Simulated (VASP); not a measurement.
# SrTiO3 (Tausonite) (Pm-3m) in VASP: settings compared

One crystal, SrTiO3 (Tausonite), is run at these levels: PBE, LDA; tasks: relaxation of cell and atoms.

Everything below comes from runs of VASP 6.6.1. Logs are shortened: lines on timing, memory, paths and dates and some standing lists are left out, and cuts for length are marked.

### 1 Starting point

The structure is cubic, space group Pm-3m (No. 221). Conventional cell: a = 3.935 Å, b = 3.935 Å, c = 3.935 Å, α = 90.00°, β = 90.00°, γ = 90.00°. Sr (site symmetry m-3m) has 12 O at 2.78 Å as nearest neighbours. Ti (site symmetry m-3m) has 6 O at 1.97 Å as nearest neighbours. O (site symmetry 4/mmm) is surrounded by 2 Ti at 1.97 Å.

### 2 Relaxation of cell and atoms, PBE, target pressure 0.72 GPa, at which the enthalpy is minimised

Input file INCAR:

```
PREC = Accurate ; ENCUT = 600
EDIFF = 1E-7 ; ISMEAR = 0
SIGMA = 0.03 ; LREAL = F
LASPH = T ; NELM = 80
ALGO = Normal ; ISIF = 3
LWAVE = F ; LCHARG = F
GGA = PE ; IBRION = 2
NSW = 90 ; EDIFFG = -0.005
PSTRESS = 7.2
```

Input file KPOINTS:

```
regular mesh
0
Gamma
  8 8 8
```

Input file POSCAR:

```
SrTiO3                                  
1.0
    3.9346272916     -0.0000000000     -0.0000000000
   -0.0000000000      3.9346272916     -0.0000000000
    0.0000000000      0.0000000000      3.9346272916
  Sr              Ti              O             
     1     1     3
Direct
     0.5000000000000000    0.5000000000000000    0.5000000000000000
     0.0000000000000000    0.0000000000000000    0.0000000000000000
     0.5000000000000000    0.0000000000000000    0.0000000000000000
     0.0000000000000000    0.5000000000000000    0.0000000000000000
     0.0000000000000000    0.0000000000000000    0.5000000000000000
```

Potentials or basis: VASP PAW PBE potentials, release 64 (Sr_sv, Ti_sv, O).

On the command line:

```sh
$ cat potpaw_PBE.64/Sr_sv/POTCAR potpaw_PBE.64/Ti_sv/POTCAR potpaw_PBE.64/O/POTCAR > POTCAR
$ mpirun -np 1 vasp_std > vasp.out
```

OUTCAR:

```text
PREC = Accurate
   ENCUT = 600
   EDIFF = 1E-7
   ISMEAR = 0
   LREAL = F
   LASPH = T
   NELM = 80
   ISIF = 3
   GGA = PE
   IBRION = 2
   NSW = 90
   EDIFFG = -0.005
   PSTRESS = 7.2

 ion  position               nearest neighbor table
   1  0.500  0.500  0.500-   3 2.78   4 2.78   5 2.78   3 2.78   4 2.78   3 2.78   5 2.78   3 2.78
                             4 2.78   5 2.78   4 2.78   5 2.78   2 3.41   2 3.41   2 3.41   2 3.41
   2  0.000  0.000  0.000-   3 1.97   4 1.97   5 1.97   5 1.97   4 1.97   3 1.97   1 3.41   1 3.41
                             1 3.41   1 3.41   1 3.41   1 3.41   1 3.41   1 3.41
   3  0.500  0.000  0.000-   2 1.97   2 1.97   1 2.78   1 2.78   1 2.78   1 2.78
   4  0.000  0.500  0.000-   2 1.97   2 1.97   1 2.78   1 2.78   1 2.78   1 2.78
   5  0.000  0.000  0.500-   2 1.97   2 1.97   1 2.78   1 2.78   1 2.78   1 2.78

  LATTYP: Found a simple cubic cell.
 ALAT       =     3.9346272916

  Lattice vectors:

 A1 = (   3.9346272916,   0.0000000000,   0.0000000000)
 A2 = (   0.0000000000,   3.9346272916,   0.0000000000)
 A3 = (   0.0000000000,   0.0000000000,   3.9346272916)

Analysis of symmetry for initial positions (statically):
=====================================================================
 Subroutine PRICEL returns:
 Original cell was already a primitive cell.

 Routine SETGRP: Setting up the symmetry group for a
 simple cubic supercell.

 Subroutine GETGRP returns: Found 48 space group operations
 (whereof 48 operations were pure point group operations)
 out of a pool of 48 trial point group operations.

The static configuration has the point symmetry O_h .

Analysis of symmetry for dynamics (positions and initial velocities):
=====================================================================
 Subroutine PRICEL returns:
 Original cell was already a primitive cell.

 Routine SETGRP: Setting up the symmetry group for a
 simple cubic supercell.

 Subroutine GETGRP returns: Found 48 space group operations
 (whereof 48 operations were pure point group operations)
 out of a pool of 48 trial point group operations.

The dynamic configuration has the point symmetry O_h .

 Subroutine INISYM returns: Found 48 space group operations
 (whereof 48 operations are pure point group operations),
 and found     1 'primitive' translations

----------------------------------------------------------------------------------------

                                     Primitive cell

  volume of cell :      60.9131

  direct lattice vectors                    reciprocal lattice vectors
     3.934627292  0.000000000  0.000000000     0.254153679  0.000000000  0.000000000
     0.000000000  3.934627292  0.000000000     0.000000000  0.254153679  0.000000000
     0.000000000  0.000000000  3.934627292     0.000000000  0.000000000  0.254153679

  length of vectors
     3.934627292  3.934627292  3.934627292     0.254153679  0.254153679  0.254153679

  position of ions in fractional coordinates (direct lattice)
     0.500000000  0.500000000  0.500000000
     0.000000000  0.000000000  0.000000000
     0.500000000  0.000000000  0.000000000
     0.000000000  0.500000000  0.000000000
     0.000000000  0.000000000  0.500000000

  ion indices of the primitive-cell ions
   primitive index   ion index
                 1           1
                 2           2
                 3           3
                 4           4
                 5           5

----------------------------------------------------------------------------------------

 KPOINTS: regular mesh

Automatic generation of k-mesh.
 Grid dimensions read from file:
 generate k-points for:    8    8    8

 Generating k-lattice:

  Cartesian coordinates                     Fractional coordinates (reciprocal lattice)
     0.031769210  0.000000000  0.000000000     0.125000000  0.000000000  0.000000000
     0.000000000  0.031769210  0.000000000     0.000000000  0.125000000  0.000000000
     0.000000000  0.000000000  0.031769210     0.000000000  0.000000000  0.125000000

  Length of vectors
     0.031769210  0.031769210  0.031769210

  Shift w.r.t. Gamma in fractional coordinates (k-lattice)
     0.000000000  0.000000000  0.000000000

 Subroutine IBZKPT returns following result:
 ===========================================

 Found     35 irreducible k-points:

 Following reciprocal coordinates:
            Coordinates               Weight
  0.000000  0.000000  0.000000      1.000000
  0.125000  0.000000  0.000000      6.000000
  0.250000  0.000000  0.000000      6.000000
  0.375000  0.000000  0.000000      6.000000
  0.500000  0.000000  0.000000      3.000000
  0.125000  0.125000  0.000000     12.000000
[... 16 lines left out ...]
  0.375000  0.375000  0.125000     24.000000
  0.500000  0.375000  0.125000     24.000000
 [... further k-points ...]
   k-points           NKPTS =     35   k-points in BZ     NKDIM =     35   number of bands    NBANDS=     24
   number of dos      NEDOS =    301   number of ions     NIONS =      5
   total plane-waves  NPLWV =  32768
   dimension x,y,z NGX =    32 NGY =   32 NGZ =   32
   dimension x,y,z NGXF=    64 NGYF=   64 NGZF=   64
   ions per type =               1   1   3
   NGX,Y,Z   is equivalent  to a cutoff of  13.52, 13.52, 13.52 a.u.
   NGXF,Y,Z  is equivalent  to a cutoff of  27.04, 27.04, 27.04 a.u.
 SYSTEM =  unknown system
   PREC   = accura    normal or accurate (medium, high low for compatibility)
   ISTART =      0    job   : 0-new  1-cont  2-samecut
   ICHARG =      2    charge: 1-file 2-atom 10-const
   ISPIN  =      1    spin polarized calculation?
   LNONCOLLINEAR =      F non collinear calculations
   LSORBIT =      F    spin-orbit coupling
   LASPH  =      T    aspherical Exc in radial PAW
   ENCUT  =  600.0 eV  44.10 Ry    6.64 a.u.   7.86  7.86  7.86*2*pi/ulx,y,z
   NELM   =     80;   NELMIN=  2; NELMDL= -5     # of ELM steps
   EDIFF  = 0.1E-06   stopping-criterion for ELM
   LREAL  =      F    real-space projection
   EDIFFG = -.5E-02   stopping-criterion for IOM
   NSW    =     90    number of steps for IOM
   IBRION =      2    ionic relax: 0-MD 1-quasi-New 2-CG
   NFREE  =      1    steps in history (QN), initial steepest desc. (CG)
   ISIF   =      3    stress and relaxation
   ISYM   =      2    0-nonsym 1-usesym 2-fastsym
   POTIM  = 0.5000    time-step for ionic-motion
   TEBEG  =    0.0;   TEEND  =   0.0 temperature during run
   PSTRESS=    7.2 pullay stress
   NELECT =      40.0000    total number of electrons
   NUPDOWN=      -1.0000    fix difference up-down
   EMIN   =  10.00;   EMAX   =-10.00  energy-range for DOS
   EFERMI =   0.00;   METHOD = LEGACY
   ISMEAR =     0;   SIGMA  =   0.03  broadening in eV -4-tet -1-fermi 0-gaus
   EFERMI_NEDOS =   21; number of points for ismear=-14 and -15
   IALGO  =     38    algorithm
   IMIX   =      4    mixing-type and parameters
     AMIX     =   0.40;   BMIX     =  1.00
     AMIX_MAG =   1.60;   BMIX_MAG =  1.00
  volume/ion in A,a.u.               =      12.18        82.21
  Fermi-wavevector in a.u.,A,eV,Ry     =   1.422955  2.688995 27.549097  2.024802
  Thomas-Fermi vector in A             =   2.543604
   LORBIT       =      0    0 simple, 1 ext, 2 COOP (PROOUT), +10 PAW based schemes
   GGA     = PE    functional components
   LHFCALC =     F    Hartree Fock is set to
   AEXX    =    0.0000 exact exchange contribution
   IVDW    =     0    specifies the selected vdW correction
   LEPSILON=     F    determine dielectric tensor
   LRPA    =     F    only Hartree local field effects (RPA)
 conjugate gradient relaxation of ions
 non-spin polarized calculation
 Gauss-broadening in eV      SIGMA  =   0.03
  energy-cutoff  :      600.00
  volume of cell :       60.91
 maximum number of plane-waves:      2048
 NGX is ok and might be reduce to    32
   NGX = 15   NGY = 15   NGZ = 15

 number of electron      39.9999974 magnetization

 Free energy of the ion-electron system (eV)
  ---------------------------------------------------
  ext. energy  EPLUGINS =         0.00000000
  ---------------------------------------------------
  free energy    TOTEN  =       -40.10926143 eV

  energy without entropy =      -40.10926143  energy(sigma->0) =      -40.10926143

 E-fermi :   4.2134     XC(G=0): -11.1513

 val. band max:        3.9794782417   @ k =   0.5000   0.5000   0.5000
 cond. band min:       5.7940349001   @ k =   0.0000   0.0000   0.0000
 fundamental gap:      1.8145566585
 Fermi energy:         4.2133638993

 k-point     1 :       0.0000    0.0000    0.0000
  band No.  band energies     occupation
      1     -52.5775      2.00000
      2     -28.8795      2.00000
      3     -28.8097      2.00000
      4     -28.8097      2.00000
      5     -28.8097      2.00000
      6     -13.3662      2.00000
[... 16 lines left out ...]
     23       5.7940      0.00000
     24       8.1263      0.00000

 k-point     2 :       0.1250    0.0000    0.0000
  band No.  band energies     occupation
      1     -52.5773      2.00000
      2     -28.8965      2.00000
      3     -28.8093      2.00000
      4     -28.8093      2.00000
      5     -28.7989      2.00000
      6     -13.3719      2.00000
[... 16 lines left out ...]
     23       6.1321      0.00000
     24       8.1287      0.00000

 k-point     3 :       0.2500    0.0000    0.0000
  band No.  band energies     occupation
      1     -52.5768      2.00000
      2     -28.9293      2.00000
      3     -28.8084      2.00000
      4     -28.8084      2.00000
      5     -28.7812      2.00000
      6     -13.4317      2.00000
[... 16 lines left out ...]
     23       6.8139      0.00000
     24       8.1329      0.00000
[... 514 lines left out ...]
 k-point    23 :       0.3750    0.3750    0.1250
  band No.  band energies     occupation
      1     -52.5750      2.00000
      2     -28.9016      2.00000
      3     -28.8620      2.00000
      4     -28.8163      2.00000
      5     -28.8030      2.00000
      6     -12.9727      2.00000
[... 16 lines left out ...]
     23       7.8621      0.00000
     24       9.4999      0.00000

 k-point    24 :       0.5000    0.3750    0.1250
  band No.  band energies     occupation
      1     -52.5748      2.00000
      2     -28.8957      2.00000
      3     -28.8617      2.00000
      4     -28.8171      2.00000
      5     -28.8144      2.00000
      6     -12.8865      2.00000
[... 16 lines left out ...]
     23       8.0036      0.00000
     24       9.5313      0.00000

 [... further k-points ...]

------------------------ aborting loop because EDIFF is reached ----------------------------------------

  FORCE on cell =-STRESS in cart. coord.  units (eV):
  Direction    XX          YY          ZZ          XY          YZ          ZX
  --------------------------------------------------------------------------------------
  -------------------------------------------------------------------------------------
  Total        0.2588999      0.2588999      0.2588999      0.0000000     -0.0000000      0.0000000
  in kB        6.8097580      6.8097580      6.8097580      0.0000000     -0.0000000      0.0000000
  external PRESSURE =      -0.3902420 kB  Pullay stress =       7.2000000 kB

 VOLUME and BASIS-vectors are now :
 -----------------------------------------------------------------------------
  energy-cutoff  :      600.00
  volume of cell :       60.91
      direct lattice vectors                 reciprocal lattice vectors
     3.934627292  0.000000000  0.000000000     0.254153679  0.000000000  0.000000000
     0.000000000  3.934627292  0.000000000     0.000000000  0.254153679  0.000000000
     0.000000000  0.000000000  3.934627292     0.000000000  0.000000000  0.254153679

 POSITION                                       TOTAL-FORCE (eV/Angst)
 -----------------------------------------------------------------------------------
      1.96731      1.96731      1.96731         0.000000      0.000000      0.000000
      0.00000      0.00000      0.00000         0.000000      0.000000      0.000000
      1.96731      0.00000      0.00000         0.000000      0.000000      0.000000
      0.00000      1.96731      0.00000         0.000000      0.000000      0.000000
      0.00000      0.00000      1.96731         0.000000      0.000000      0.000000
 -----------------------------------------------------------------------------------
    total drift:                                0.000000      0.000000     -0.000000

  FREE ENERGIE OF THE ION-ELECTRON SYSTEM (eV)
  ---------------------------------------------------
  free  energy   TOTEN  =       -40.1092614337 eV

  energy  without entropy=      -40.1092614337  energy(sigma->0) =      -40.10926143

  enthalpy is  TOTEN    =       -39.8355249312 eV   P V=        0.2737365025

 reached required accuracy - stopping structural energy minimisation
```

It took 36 s on 1 thread of Intel Xeon Platinum 8488C (Sapphire Rapids), shared host; peak memory 0.22 GiB.

What came out:

```
Free energy             : -40.1093 eV
Pressure after relaxing : 0.7 GPa
Band gap on the k mesh  : 1.81 eV, indirect (least direct gap 2.18 eV)
```

Final structure:
```cif
data_structure
_symmetry_space_group_name_H-M 'P 1'
_symmetry_Int_Tables_number 1
_cell_length_a 3.9346
_cell_length_b 3.9346
_cell_length_c 3.9346
_cell_angle_alpha 90.000
_cell_angle_beta 90.000
_cell_angle_gamma 90.000
_cell_volume 60.91
loop_
_atom_site_label
_atom_site_type_symbol
_atom_site_fract_x
_atom_site_fract_y
_atom_site_fract_z
_atom_site_occupancy
Sr1 Sr 0.50000 0.50000 0.50000 1
Ti1 Ti 0.00000 0.00000 0.00000 1
O1 O 0.50000 0.00000 0.00000 1
O2 O 0.00000 0.50000 0.00000 1
O3 O 0.00000 0.00000 0.50000 1
```

Levels at points of the mesh, in eV from the valence-band top:
| k point | band 16 | band 17 | band 18 | band 19 | band 20 | band 21 | band 22 | band 23 | band 24 |
| --- | --- | --- | --- | --- | --- | --- | --- | --- | --- |
| (0.00, 0.00, 0.00) | -1.13 | -1.13 | -0.37 | -0.37 | -0.37 | 1.81 | 1.81 | 1.81 | 4.15 |
| (0.50, 0.00, 0.00) | -2.30 | -2.30 | -1.92 | -0.73 | -0.73 | 1.97 | 3.66 | 3.66 | 4.16 |
| (0.50, 0.50, 0.00) | -2.77 | -1.74 | -1.55 | -1.55 | -0.09 | 3.67 | 3.67 | 4.11 | 5.09 |
| (0.50, 0.50, 0.50) | -3.67 | -3.67 | 0.00 | 0.00 | 0.00 | 4.32 | 4.32 | 4.32 | 6.86 |

Caveat: the relaxation stopped at its first step, so nothing moved; the cell is relaxed towards a set pressure, so the enthalpy falls and the energy may rise. A k mesh can miss the band edges.

(Part 1 of 2 ends here.)
